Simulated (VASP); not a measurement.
Wanted: the native input for a VASP 6.6.1 run.

```
Task                   : relaxation of shape and atoms at fixed volume
Functional             : PBE
Dispersion             : D3(BJ)
Potentials or basis    : VASP PAW PBE potentials, release 64 (B, N)
Cutoff                 : 520 eV
k mesh                 : 6 × 6 × 2
Occupations            : gaussian, width 0.02 eV
Spin                   : no spin polarisation
Further INCAR settings : ALGO = Normal; EDIFF = 1e-07; IBRION = 2; EDIFFG = -0.002; NSW = 80; ISIF = 4
```

The structure of BN lies in POSCAR:

```
BN                                      
1.0
    2.5798051448      0.0000000000      0.0000000000
   -1.2899025724      2.2341767873      0.0000000000
    0.0000000000      0.0000000000      6.7886273776
  B               N             
     2     2
Direct
     0.3333333300000021    0.6666666699999979    0.2500000000000000
     0.6666666699999979    0.3333333300000021    0.7500000000000000
     0.3333333300000021    0.6666666699999979    0.7500000000000000
     0.6666666699999979    0.3333333300000021    0.2500000000000000
```

The cell isn't the ideal one: a relaxed cell with its volume scaled by 1.09.

These files were run (other wordings do the same):

INCAR

```
PREC     = Accurate       # precision mode
ENCUT    = 520            # plane-wave cutoff, eV
EDIFF    = 1E-7           # SCF threshold, eV
ISMEAR   = 0              # smearing method
SIGMA    = 0.02           # smearing width, eV
LREAL    = F              # projectors in reciprocal space
LASPH    = T              # aspherical terms in the spheres
NELM     = 100            # most SCF steps
ALGO     = Normal         # electronic algorithm
ISIF     = 4              # what is computed and relaxed
LWAVE    = F              # write WAVECAR
LCHARG   = F              # write CHGCAR
GGA      = PE             # functional
IVDW     = 12             # dispersion correction
IBRION   = 2              # ionic algorithm
NSW      = 80             # ionic steps
EDIFFG   = -0.002         # ionic threshold
```

KPOINTS

```
Automatic mesh
0
Gamma
  6 6 2
```

Potentials or basis: VASP PAW PBE potentials, release 64 (B, N).

The run is started by

```bash
$ cat potpaw_PBE.64/B/POTCAR potpaw_PBE.64/N/POTCAR > POTCAR
$ mpirun -np 1 vasp_std > vasp.out
```

Results of the run:

| Quantity | Value |
| --- | --- |
| Energy gained by relaxing | 43.4 meV/atom |
| Ionic steps | 16 |
| Pressure after relaxing | -1.8 GPa |
| Band gap on the k mesh | 4.37 eV, indirect (least direct gap 4.64 eV) |
| Dispersion energy per atom | -0.128 eV |

Caveat: the k mesh is coarse (spacing up to 0.47 Å⁻¹), so the values aren't converged.

Wall time 41 s on 1 thread of AMD EPYC 7R13 Processor (Zen 3) (shared host), peak memory 0.13 GiB.
